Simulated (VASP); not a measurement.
# CdTe (F-43m) in VASP: single point with PBE

Aim: the single point of CdTe with PBE.

Everything below comes from runs of VASP 6.6.1. Logs are shortened: lines on timing, memory, paths and dates and some standing lists are left out, and cuts for length are marked.

**Measured values to compare with.**

A printed reference work, data compilation reports, for a bulk crystal of CdTe at 0 K: band gap 1.607 eV.

The results are compared with them further down.

## 1. The structure

Symmetry: F-43m, No. 216, cubic system. Conventional cell: a = 6.622 Å, b = 6.622 Å, c = 6.622 Å, α = 90.00°, β = 90.00°, γ = 90.00°. Cd (site symmetry -43m) has 4 Te at 2.87 Å as nearest neighbours. Te (site symmetry -43m) has 4 Cd at 2.87 Å as nearest neighbours.

## 2. Single point, PBE

Input file INCAR:

```
PREC = Normal ; ENCUT = 450
EDIFF = 1E-6 ; ISMEAR = 0
SIGMA = 0.01 ; LREAL = Auto
LASPH = True ; NELM = 80
ALGO = Normal ; ISIF = 2
LWAVE = False ; LCHARG = False
GGA = PE ; NBANDS = 86
ICORELEVEL = 1
```

Input file KPOINTS:

```
regular mesh
0
Gamma
  3 3 3
```

Input file POSCAR:

```
CdTe
1.0
    0.0000000000      6.6222820000     -6.6222820000
    6.6222820000      6.6222820000      0.0000000000
    6.6222820000      0.0000000000     -6.6222820000
Cd Te
8 8
Direct
    0.5000000000      0.0000000000      0.5000000000
    0.5000000000      0.5000000000      0.5000000000
    0.0000000000      0.0000000000      0.5000000000
    0.0000000000      0.5000000000      0.5000000000
    0.5000000000      0.0000000000      0.0000000000
    0.5000000000      0.5000000000      0.0000000000
    0.0000000000      0.0000000000      0.0000000000
    0.0000000000      0.5000000000      0.0000000000
    0.3750000000      0.3750000000      0.3750000000
    0.3750000000      0.8750000000      0.3750000000
    0.8750000000      0.3750000000      0.3750000000
    0.8750000000      0.8750000000      0.3750000000
    0.3750000000      0.3750000000      0.8750000000
    0.3750000000      0.8750000000      0.8750000000
    0.8750000000      0.3750000000      0.8750000000
    0.8750000000      0.8750000000      0.8750000000
```

Potentials or basis: VASP PAW PBE potentials, release 64 (Cd, Te).

On the command line:

```
$ cat potpaw_PBE.64/Cd/POTCAR potpaw_PBE.64/Te/POTCAR > POTCAR
$ mpirun -np 1 vasp_std > vasp.out
```

OUTCAR:

```text
PREC = Normal
   ENCUT = 450
   EDIFF = 1E-6
   ISMEAR = 0
   LREAL = Auto
   LASPH = True
   NELM = 80
   ISIF = 2
   GGA = PE

 ion  position               nearest neighbor table
   1  0.500  0.000  0.500-   9 2.87  10 2.87  12 2.87  14 2.87
   2  0.500  0.500  0.500-   9 2.87  10 2.87  11 2.87  13 2.87
   3  0.000  0.000  0.500-  11 2.87  12 2.87  10 2.87  16 2.87
   4  0.000  0.500  0.500-  11 2.87  12 2.87   9 2.87  15 2.87
   5  0.500  0.000  0.000-  13 2.87  14 2.87  10 2.87  16 2.87
   6  0.500  0.500  0.000-  13 2.87  14 2.87   9 2.87  15 2.87
[... 8 lines left out ...]
  15  0.875  0.375  0.875-   7 2.87   8 2.87   4 2.87   6 2.87
  16  0.875  0.875  0.875-   7 2.87   8 2.87   3 2.87   5 2.87
[... 6 lines left out ...]
 A1 = (   0.0000000000,   6.6222820000,  -6.6222820000)
 A2 = (   6.6222820000,   6.6222820000,   0.0000000000)
 A3 = (   6.6222820000,   0.0000000000,  -6.6222820000)

Analysis of symmetry for initial positions (statically):
=====================================================================
 Subroutine PRICEL returns following result:

  LATTYP: Found a face centered cubic cell.
 ALAT       =     6.6222820000

  Lattice vectors:

 A1 = (   0.0000000000,   3.3111410000,  -3.3111410000)
 A2 = (   3.3111410000,   3.3111410000,   0.0000000000)
 A3 = (   3.3111410000,   0.0000000000,  -3.3111410000)

   8 primitive cells build up your supercell.

 Routine SETGRP: Setting up the symmetry group for a
 face centered cubic supercell.

 Subroutine GETGRP returns: Found 24 space group operations
 (whereof 24 operations were pure point group operations)
 out of a pool of 48 trial point group operations.

The static configuration has the point symmetry T_d .

Analysis of symmetry for dynamics (positions and initial velocities):
=====================================================================
 Subroutine PRICEL returns following result:

  LATTYP: Found a face centered cubic cell.
 ALAT       =     6.6222820000

  Lattice vectors:

 A1 = (   0.0000000000,   3.3111410000,  -3.3111410000)
 A2 = (   3.3111410000,   3.3111410000,   0.0000000000)
 A3 = (   3.3111410000,   0.0000000000,  -3.3111410000)

   8 primitive cells build up your supercell.

 Routine SETGRP: Setting up the symmetry group for a
 face centered cubic supercell.

 Subroutine GETGRP returns: Found 24 space group operations
 (whereof 24 operations were pure point group operations)
 out of a pool of 48 trial point group operations.

The dynamic configuration has the point symmetry T_d .

 Subroutine INISYM returns: Found 24 space group operations
 (whereof 24 operations are pure point group operations),
 and found     8 'primitive' translations

----------------------------------------------------------------------------------------

                                     Primitive cell

  volume of cell :      72.6044

  direct lattice vectors                    reciprocal lattice vectors
     0.000000000  3.311141000 -3.311141000    -0.151005348  0.151005348 -0.151005348
     3.311141000  3.311141000  0.000000000     0.151005348  0.151005348  0.151005348
     3.311141000  0.000000000 -3.311141000     0.151005348 -0.151005348 -0.151005348

  length of vectors
     4.682660509  4.682660509  4.682660509     0.261548935  0.261548935  0.261548935

  position of ions in fractional coordinates (direct lattice)
     0.000000000  0.000000000  0.000000000
     0.750000000  0.750000000  0.750000000

  ion indices of the primitive-cell ions
   primitive index   ion index
                 1           1
                 2          10

----------------------------------------------------------------------------------------

[... 31 lines left out ...]
   number of dos      NEDOS =    301   number of ions     NIONS =     16
   total plane-waves  NPLWV = 125000
   dimension x,y,z NGX =    50 NGY =   50 NGZ =   50
   dimension x,y,z NGXF=   100 NGYF=  100 NGZF=  100
   ions per type =               8   8
   NGX,Y,Z   is equivalent  to a cutoff of   8.88,  8.88,  8.88 a.u.
   NGXF,Y,Z  is equivalent  to a cutoff of  17.75, 17.75, 17.75 a.u.
 SYSTEM =  unknown system
   PREC   = normal    normal or accurate (medium, high low for compatibility)
   ISTART =      0    job   : 0-new  1-cont  2-samecut
   ICHARG =      2    charge: 1-file 2-atom 10-const
   ISPIN  =      1    spin polarized calculation?
   LNONCOLLINEAR =      F non collinear calculations
   LSORBIT =      F    spin-orbit coupling
   LASPH  =      T    aspherical Exc in radial PAW
   ENCUT  =  450.0 eV  33.07 Ry    5.75 a.u.  16.20 16.20 16.20*2*pi/ulx,y,z
   NELM   =     80;   NELMIN=  2; NELMDL= -5     # of ELM steps
   EDIFF  = 0.1E-05   stopping-criterion for ELM
   LREAL  =      T    real-space projection
   EDIFFG = 0.1E-04   stopping-criterion for IOM
   NSW    =      0    number of steps for IOM
[... 5 lines left out ...]
   TEBEG  =    0.0;   TEEND  =   0.0 temperature during run
   PSTRESS=    0.0 pullay stress
   NELECT =     144.0000    total number of electrons
   NUPDOWN=      -1.0000    fix difference up-down
   EMIN   =  10.00;   EMAX   =-10.00  energy-range for DOS
   EFERMI =   0.00;   METHOD = LEGACY
   ISMEAR =     0;   SIGMA  =   0.01  broadening in eV -4-tet -1-fermi 0-gaus
   EFERMI_NEDOS =   21; number of points for ismear=-14 and -15
   IALGO  =     38    algorithm
   IMIX   =      4    mixing-type and parameters
     AMIX     =   0.40;   BMIX     =  1.00
     AMIX_MAG =   1.60;   BMIX_MAG =  1.00
  volume/ion in A,a.u.               =      36.30       244.98
  Fermi-wavevector in a.u.,A,eV,Ry     =   1.028438  1.943465 14.390666  1.057684
  Thomas-Fermi vector in A             =   2.162434
   LORBIT       =      0    0 simple, 1 ext, 2 COOP (PROOUT), +10 PAW based schemes
   GGA     = PE    functional components
   LHFCALC =     F    Hartree Fock is set to
   AEXX    =    0.0000 exact exchange contribution
   IVDW    =     0    specifies the selected vdW correction
   LEPSILON=     F    determine dielectric tensor
   LRPA    =     F    only Hartree local field effects (RPA)
 non-spin polarized calculation
 Gauss-broadening in eV      SIGMA  =   0.01
  energy-cutoff  :      450.00
  volume of cell :      580.84
 maximum number of plane-waves:     12627
   NGX = 33   NGY = 33   NGZ = 33

 number of electron     143.9999999 magnetization

 Free energy of the ion-electron system (eV)
  ---------------------------------------------------
  ext. energy  EPLUGINS =         0.00000000
  ---------------------------------------------------
  free energy    TOTEN  =       -38.45010926 eV

  energy without entropy =      -38.45010926  energy(sigma->0) =      -38.45010926

 the core state eigenenergies are
   1-  1s -26514.0249  2s  -3931.1886  2p  -3526.4441  3s   -728.0571  3p   -595.3463
       3d   -387.7973  4s   -100.2323  4p    -61.2892
   2-  1s -26514.0249  2s  -3931.1886  2p  -3526.4441  3s   -728.0571  3p   -595.3463
       3d   -387.7973  4s   -100.2323  4p    -61.2892
   3-  1s -26514.0249  2s  -3931.1886  2p  -3526.4441  3s   -728.0571  3p   -595.3463
       3d   -387.7973  4s   -100.2323  4p    -61.2892
   4-  1s -26514.0249  2s  -3931.1886  2p  -3526.4441  3s   -728.0571  3p   -595.3463
       3d   -387.7973  4s   -100.2323  4p    -61.2892
   5-  1s -26514.0249  2s  -3931.1886  2p  -3526.4441  3s   -728.0571  3p   -595.3463
       3d   -387.7973  4s   -100.2323  4p    -61.2892
   6-  1s -26514.0249  2s  -3931.1886  2p  -3526.4441  3s   -728.0571  3p   -595.3463
       3d   -387.7973  4s   -100.2323  4p    -61.2892
   7-  1s -26514.0249  2s  -3931.1886  2p  -3526.4441  3s   -728.0571  3p   -595.3463
       3d   -387.7973  4s   -100.2323  4p    -61.2892
   8-  1s -26514.0249  2s  -3931.1886  2p  -3526.4441  3s   -728.0571  3p   -595.3463
       3d   -387.7973  4s   -100.2323  4p    -61.2892
   9-  1s -31613.4312  2s  -4841.0036  2p  -4344.4006  3s   -957.2058  3p   -795.8638
       3d   -552.1155  4s   -156.6867  4p   -106.7224  4d    -34.0347
  10-  1s -31613.4312  2s  -4841.0036  2p  -4344.4006  3s   -957.2058  3p   -795.8638
       3d   -552.1155  4s   -156.6867  4p   -106.7224  4d    -34.0347
  11-  1s -31613.4312  2s  -4841.0036  2p  -4344.4006  3s   -957.2058  3p   -795.8638
       3d   -552.1155  4s   -156.6867  4p   -106.7224  4d    -34.0347
  12-  1s -31613.4312  2s  -4841.0036  2p  -4344.4006  3s   -957.2058  3p   -795.8638
       3d   -552.1155  4s   -156.6867  4p   -106.7224  4d    -34.0347
  13-  1s -31613.4312  2s  -4841.0036  2p  -4344.4006  3s   -957.2058  3p   -795.8638
       3d   -552.1155  4s   -156.6867  4p   -106.7224  4d    -34.0347
  14-  1s -31613.4312  2s  -4841.0036  2p  -4344.4006  3s   -957.2058  3p   -795.8638
       3d   -552.1155  4s   -156.6867  4p   -106.7224  4d    -34.0347
  15-  1s -31613.4312  2s  -4841.0036  2p  -4344.4006  3s   -957.2058  3p   -795.8638
       3d   -552.1155  4s   -156.6867  4p   -106.7224  4d    -34.0347
  16-  1s -31613.4312  2s  -4841.0036  2p  -4344.4006  3s   -957.2058  3p   -795.8638
       3d   -552.1155  4s   -156.6867  4p   -106.7224  4d    -34.0347

 E-fermi :   1.8348     XC(G=0):  -8.2992

 val. band max:        1.7857862269   @ k =   0.0000   0.0000   0.0000
 cond. band min:       2.3598313673   @ k =   0.0000   0.0000   0.0000
 fundamental gap:      0.5740451404
 Fermi energy:         1.8348252368

 k-point     1 :       0.0000    0.0000    0.0000
  band No.  band energies     occupation
      1      -9.0386      2.00000
      2      -8.7005      2.00000
      3      -8.7005      2.00000
      4      -8.7005      2.00000
      5      -8.7005      2.00000
      6      -8.5975      2.00000
[... 337 lines left out ...]
     83       5.9639      0.00000
     84       5.9639      0.00000
 [bands above 84 left out]

------------------------ aborting loop because EDIFF is reached ----------------------------------------

  FORCE on cell =-STRESS in cart. coord.  units (eV):
  Direction    XX          YY          ZZ          XY          YZ          ZX
  --------------------------------------------------------------------------------------
  -------------------------------------------------------------------------------------
  Total        0.3555912      0.3555912      0.3555912      0.0000000      0.0000000     -0.0000000
  in kB        0.9808634      0.9808634      0.9808634      0.0000000      0.0000000     -0.0000000
  external PRESSURE =       0.9808634 kB  Pullay stress =       0.0000000 kB

 VOLUME and BASIS-vectors are now :
 -----------------------------------------------------------------------------
  energy-cutoff  :      450.00
  volume of cell :      580.84
      direct lattice vectors                 reciprocal lattice vectors
     0.000000000  6.622282000 -6.622282000    -0.075502674  0.075502674 -0.075502674
     6.622282000  6.622282000  0.000000000     0.075502674  0.075502674  0.075502674
     6.622282000  0.000000000 -6.622282000     0.075502674 -0.075502674 -0.075502674

 POSITION                                       TOTAL-FORCE (eV/Angst)
 -----------------------------------------------------------------------------------
      3.31114      3.31114     -6.62228        -0.000000      0.000000      0.000000
      6.62228      6.62228     -6.62228         0.000000     -0.000000      0.000000
      3.31114      0.00000     -3.31114         0.000000      0.000000     -0.000000
      6.62228      3.31114     -3.31114        -0.000000      0.000000      0.000000
      0.00000      3.31114     -3.31114        -0.000000     -0.000000      0.000000
      3.31114      6.62228     -3.31114        -0.000000     -0.000000      0.000000
[... 8 lines left out ...]
      8.27785      8.27785    -11.58899         0.000000      0.000000     -0.000000
     11.58899     11.58899    -11.58899         0.000000      0.000000     -0.000000
 -----------------------------------------------------------------------------------
    total drift:                                0.000044      0.000048     -0.000044

  FREE ENERGIE OF THE ION-ELECTRON SYSTEM (eV)
  ---------------------------------------------------
  free  energy   TOTEN  =       -38.4501092613 eV

  energy  without entropy=      -38.4501092613  energy(sigma->0) =      -38.45010926
```

Wall time 2.5 min (1 thread of Intel Xeon Platinum 8375C at 2.90GHz (Ice Lake), shared host); peak memory 0.4 GiB.

Results:

* Free energy: -38.4501 eV
* Pressure: 0.1 GPa
* Band gap on the k mesh: 0.57 eV

Levels at points of the mesh, in eV from the valence-band top:
| k point | band 70 | band 71 | band 72 | band 73 | band 74 | band 75 |
| --- | --- | --- | --- | --- | --- | --- |
| (0.00, 0.00, 0.00) | 0.00 | 0.00 | 0.00 | 0.57 | 1.75 | 1.75 |

Core levels (eV, on the scale of the bands):
| atom | levels |
| --- | --- |
| 1 Cd | 1s -26514.0, 2s -3931.2, 2p -3526.4, 3s -728.1, 3p -595.3, 3d -387.8, 4s -100.2, 4p -61.3 |
| 2 Cd | 1s -26514.0, 2s -3931.2, 2p -3526.4, 3s -728.1, 3p -595.3, 3d -387.8, 4s -100.2, 4p -61.3 |
| 3 Cd | 1s -26514.0, 2s -3931.2, 2p -3526.4, 3s -728.1, 3p -595.3, 3d -387.8, 4s -100.2, 4p -61.3 |
| 4 Cd | 1s -26514.0, 2s -3931.2, 2p -3526.4, 3s -728.1, 3p -595.3, 3d -387.8, 4s -100.2, 4p -61.3 |
| 5 Cd | 1s -26514.0, 2s -3931.2, 2p -3526.4, 3s -728.1, 3p -595.3, 3d -387.8, 4s -100.2, 4p -61.3 |
| 6 Cd | 1s -26514.0, 2s -3931.2, 2p -3526.4, 3s -728.1, 3p -595.3, 3d -387.8, 4s -100.2, 4p -61.3 |

Caveat: spin-orbit coupling is left out, which moves the levels of the heavy elements.

## 3. Against experiment

Step 2. Against the measured gap of CdTe, 1.607 eV (0 K; a printed reference work, data compilation), the calculated 0.57 eV is off by -1.03 eV. So large a miss can be the level of theory's own, or it may mean another phase, state or a wrong row. Spin-orbit coupling on Cd, Te is left out. The value is that of PBE, without temperature or zero-point motion. Semilocal functionals fall short of measured gaps as a rule.
